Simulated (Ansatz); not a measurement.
# PtAl2: changing the functional

```xyz
3
Lattice="0.0000 2.9550 2.9550 2.9550 0.0000 2.9550 2.9550 2.9550 0.0000" Properties=species:S:1:pos:R:3 pbc="T T T"
Pt    0.0000    0.0000    0.0000
Al    4.4325    4.4325    4.4325
Al    1.4775    1.4775    1.4775
```

Kept alike: task equation of state; k mesh 8 × 8 × 8; occupations fermi-dirac, width 0.05 eV; no spin polarisation. Program: Ansatz, Ansatz PAW. Cutoffs run from 420 to 500 eV. The mesh is that of the run's cell of 3 atoms. No spin-orbit coupling.

```csv
functional,volume (Å³/atom),bulk modulus (GPa)
LDA,16.713,145.3
PBEsol,17.086,138.6
r2SCAN,17.152,141.5
```

For a metal such a mesh leaves the last digits unconverged. Volume and modulus come from cells scaled at fixed shape and fractions. All rows use potentials made for PBE.

**Question.** What does the functional change here?

**Answer.** The volume runs from 16.713 (LDA) to 17.152 Å³/atom (r2SCAN). The bulk modulus runs from 138.6 (PBEsol) to 145.3 GPa (LDA).
